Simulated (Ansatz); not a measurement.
# KCl: the cost of one run

Method: DFT PBE, scalar-relativistic, plane waves, PAW, in Ansatz 0.2.0.

7 further runs of the same task are left out: 7 set aside as unsound or not needed.

## 1. The structure to begin with

Symmetry: Fm-3m, No. 225, cubic system. The conventional cell has a = 6.312 Å, b = 6.312 Å, c = 6.312 Å, α = 90.00°, β = 90.00°, γ = 90.00°. Around K (site symmetry m-3m) lie 6 Cl at 3.16 Å. Around Cl (site symmetry m-3m) lie 6 K at 3.16 Å.

As a file:

```
CELL_PARAMETERS angstrom
0.00000 3.15610 3.15610
3.15610 0.00000 3.15610
3.15610 3.15610 0.00000
ATOMIC_POSITIONS crystal
K 0.00000 0.00000 0.00000
Cl 0.50000 0.50000 0.50000
```

The structure comes from the Crystallography Open Database.

## 6. Plan of the scan

The energy is mapped over two normal modes frozen in (zone-centre modes of the cell shown, which folds in the wave vector (0, 0, 1/2) of the primitive cell).

- amplitude of mode 4 (92 cm⁻¹), largest displacement: 7 values from −0.497 to 0.497 Å
- amplitude of mode 9 (126 cm⁻¹), largest displacement: 7 values from −0.124 to 0.124 Å

Nothing else is relaxed (the cell and all other modes fixed). Energies count from the relaxed high-symmetry cell. Points are written as (first, second).

Displacement patterns for an amplitude of 1 (Å):

| atom | x1 | y1 | z1 | x2 | y2 | z2 |
| --- | --- | --- | --- | --- | --- | --- |
| K1 | 0.778 | -0.604 | 0.174 | 0.000 | 0.907 | 0.000 |
| K2 | -0.778 | 0.604 | -0.174 | 0.000 | 0.907 | 0.000 |
| Cl3 | 0.000 | 0.000 | 0.000 | 0.000 | -1.000 | 0.000 |
| Cl4 | 0.000 | 0.000 | 0.000 | 0.000 | -1.000 | 0.000 |

(The set-up runs are not shown.)

## 7. The run at (−0.497 Å, −0.124 Å)

input.yaml reads:

```yaml
crystal:
  lattice:
    - [0.0, -3.1897839381, -3.1897839381]
    - [-3.1897839381, 0.0, -3.1897839381]
    - [3.1897839381, 3.1897839381, -6.3795678762]
  atoms:
    - { symbol: K, position: [-0.0675998224, 0.112411206, -0.0088116815] }
    - { symbol: K, position: [0.6204699115, 0.369965431, 0.4911883185] }
    - { symbol: Cl, position: [0.7208444202, 0.7597185266, 0.7597185266] }
    - { symbol: Cl, position: [0.2208444202, 0.2597185266, 0.2597185266] }
basis:
  ecutwfc: 420
kpoints:
  mp_grid: { grid: [6, 6, 6] }
hamiltonian:
  xc: pbe
  pseudopotentials: { kind: paw }
scf:
  occupations: { method: gaussian, width: 0.05 }
output:
  forces: true
  stress: true
  eigenvalues: true
```

Launch:

```
$ ansatz run input.yaml --threads 1 --pin off --max-ram 2048MiB --backend cpu --events-out ev --progress --plain --runs-dir out
```

Q: Estimate wall time and peak memory on 1 thread of Arm Neoverse N1, shared host.

About 44 s, with a peak of 0.48 GiB.
